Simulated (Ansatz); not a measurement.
ZrC:

```
Zr C
1.0
     0.00000    2.36500    2.36500
     2.36500    0.00000    2.36500
     2.36500    2.36500    0.00000
Zr C
1 1
Direct
  0.50000 0.50000 0.50000
  0.00000 0.00000 0.00000
```

| Quantity | Value |
| --- | --- |
| Program | Ansatz 0.2.0 |
| Task | relaxation of cell and atoms |
| Functional | PBEsol |
| Potentials or basis | Ansatz PAW |
| Cutoff | 420 eV (not typed: the program's choice for these potentials) |
| k mesh | 10 × 10 × 10 |
| Occupations | fermi-dirac, width 0.05 eV |
| Spin | no spin polarisation |
| Hubbard terms | Zr d U = 2 eV |

At the start: volume 13.23 Å³/atom.

Q: Where does the relaxation end?

A: It ends after 7 steps and the volume is 12.88 Å³/atom (-2.6 %); space group Fm-3m (No. 225, to 0.05 Å).

Step by step:
```
step  energy change (eV)  largest force (eV/Å)  volume (Å³)
   1              0.0000                0.0000        26.46
   2             -0.0023                0.0000        25.11
   3             -0.0137                0.0000        25.79
   4             -0.0137                0.0000        25.76
   5             -0.0130                0.0000        25.76
   6             -0.0130                0.0000        25.76
   7             -0.0130                0.0000        25.76
```

Final structure:
```
Zr C
1.0
     0.00000    2.34396    2.34396
     2.34396    0.00000    2.34396
     2.34396    2.34396    0.00000
Zr C
1 1
Direct
  0.50000 0.50000 0.50000
  0.00000 0.00000 0.00000
```

Caveat: the plane-wave basis is chosen anew once the cell has moved, so the energies of steps on either side of that aren't comparable; U without spin polarisation on a metal has little footing; the PAW data sets come from PBE, with cores solved anew for the run's functional, which leaves a small shift of forces and pressure; the U is typed as a test and isn't derived for this compound.
